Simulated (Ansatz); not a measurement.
Task: a check of forces and pressure against finite differences of NaI (distorted cell), with the Python package of Ansatz (0.2.0). Give the script and its output. Level of theory (first run): PBEsol, PAW, cutoff 540 eV, 4×4×4 k-points, fixed occupations.

```
Na I
1.0
     0.00000    3.23640    3.23640
     3.23640    0.00000    3.23640
     3.23640    3.23640    0.00000
Na I
1 1
Direct
  0.00047 0.00617 0.00246
  0.51791 0.52489 0.43008
```

`run_fdcheck.py`:
```python
import ansatz as az
import numpy as np

VECTORS = np.array([
    [0.0, 3.2364, 3.2364],
    [3.2364, 0.0, 3.2364],
    [3.2364, 3.2364, 0.0],
])
SITES = [
    ("Na", (0.00047, 0.00617, 0.00246)),
    ("I", (0.51791, 0.52489, 0.43008)),
]


def on_lattice(cell):
    crystal = az.Crystal(lattice=az.Lattice.of(cell))
    for symbol, position in SITES:
        crystal = crystal.atom(symbol, position)
    return crystal


def main() -> None:
    def solve(crystal):
        return (
            crystal.calculation()
            .functional("pbesol")
            .occupations(az.OccupationsMethod.FIXED)
            .basis(540, xc_grid=2)
            .kpoints(4, 4, 4)
            .scf(tolerance=1e-09)
            .forces()
            .stress()
            .run(threads=1)
        ).report


    centre = solve(on_lattice(VECTORS))
    start = on_lattice(VECTORS)
    print(f"force on atom 0 along y: analytic {centre['forces_ev_ang'][0][1]:.4f} eV/A")
    for h in (0.004, 0.016):
        shift = np.eye(3)[1] * h @ np.linalg.inv(VECTORS)
        plus, minus = (solve(start.move(0, to=np.array(SITES[0][1]) + sign * shift))["lagrangian_ev"] for sign in (1, -1))
        print(f"  step {h} A: numerical {-(plus - minus) / (2 * h):.4f} eV/A")
    volume = abs(np.linalg.det(VECTORS))
    larger, smaller = (solve(on_lattice(VECTORS * (1 + sign * 0.005) ** (1 / 3)))["lagrangian_ev"] for sign in (1, -1))
    numerical = -(larger - smaller) / (0.01 * volume) * 160.21766
    print(f"pressure: analytic {np.trace(centre['stress_gpa']) / 3:.3f}, numerical {numerical:.3f} GPa")


if __name__ == "__main__":
    main()
```

`python run_fdcheck.py` gives:
```text
DeckWarning: output.stress: scf.convergence.dr2_threshold = 1e-9 eV is looser than the 2e-10 eV advised for a printed stress (1e-10 eV for each atom of the cell: 2). What an SCF threshold leaves in a stress goes as its square root, and in the free energy as the threshold itself, and one threshold admits the most on a [...]
force on atom 0 along y: analytic -0.1542 eV/A
  step 0.004 A: numerical -0.1542 eV/A
  step 0.016 A: numerical -0.1543 eV/A
pressure: analytic -0.076, numerical -0.076 GPa
```
(Warnings from the package without file and line, shortened.)

Caveats:
- The k-point mesh is coarse, and energy and stress weren't tested for convergence.
- Pressure is positive in compression.
- The cell is a database structure, distorted on purpose.
- The central difference errs as the square of the step, so the shorter step is the fairer test; what remains comes from the finite grid and the SCF threshold.
- Timing: 31 s on 1 thread of Intel(R) Xeon(R) Platinum 8259CL CPU @ 2.50GHz (Skylake/Cascade Lake), with other jobs on the host, peak memory 0.48 GiB.
